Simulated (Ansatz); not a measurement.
InSe in Ansatz: the effect of target pressure

Crystal: InSe.

```
CELL_PARAMETERS angstrom
5.82639 -2.05465 0.00000
5.82639 2.05465 0.00000
-1.72323 0.00000 4.77135
ATOMIC_POSITIONS crystal
In 0.88820 0.88820 0.04684
In 0.11180 0.11180 0.95316
Se 0.66093 0.66093 0.66896
Se 0.33907 0.33907 0.33104
```

The cell comes from a database or a generator and needn't be the stable form of this composition.

Alike in all runs:

```yaml
Program: Ansatz 0.2.0
Task: relaxation of cell and atoms
Functional: PBEsol
Potentials_or_basis: Ansatz PAW
Cutoff: "420 eV (not typed: the program's choice for these potentials)"
k_mesh: 7 × 7 × 6
Occupations: fermi-dirac, width 0.05 eV
Spin: no spin polarisation
```

Each run relaxes the cell or the atoms first.

```tsv
target pressure	relaxed volume (Å³/atom)
0 GPa	25.79
2 GPa	24.06
5 GPa	22.61
10 GPa	21.44
20 GPa	19.78
30 GPa	?
```

Task: What does the run with target pressure 30 GPa give?

Result: Relaxed volume 18.41 Å³/atom.

Worked out: A parabola through the other rows of the relaxed volume, of slope 0.335 Å³/atom per GPa there, extrapolates to 21.65 Å³/atom, against the run's 18.41. The fit is too stiff a form for this range.

Caveats: the plane-wave basis is chosen anew once the cell has moved, so the energies of steps on either side of that aren't comparable; the PAW data sets come from PBE, with cores solved anew for the run's functional, which leaves a small shift of forces and pressure; the volume moved by over 15 % at a fixed basis, so the end points are rough (some runs).
